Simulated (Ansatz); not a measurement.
Results of PBE0 in Ansatz (plane waves, PAW) for rock-salt LiI.

Settings: plane-wave cutoff 460 eV, 8×8×8 k mesh, Fermi–Dirac smearing 0.01 eV, scalar-relativistic PAW data made under PBE.

The cell has the measured lattice: a = 6.012 Å, b = 6.012 Å, c = 6.012 Å, α = 90.00°, β = 90.00°, γ = 90.00°.

Give the computed band gap, smallest direct gap on the k points sampled and width of the whole s-p valence band.


- band gap: 5.95 eV
- smallest direct gap on the k points sampled: 5.96 eV
- width of the whole s-p valence band: 12.72 eV

Measured, for comparison: band gap 6.4 eV (temperature not stated, no zero-point or thermal correction, our sources range from 6.10 to 6.40; as tabulated in Aguado et al. (1998), arXiv:cond-mat/9809176).

Note: cell and atoms aren't relaxed at this level (pressure -0.3 GPa).

Spin–orbit coupling is not included; with these elements it can move the gap by several tenths of an eV or more.

The computed numbers hold no vibrational or temperature effects.

Ansatz is a quantum-chemistry and plane-wave program.
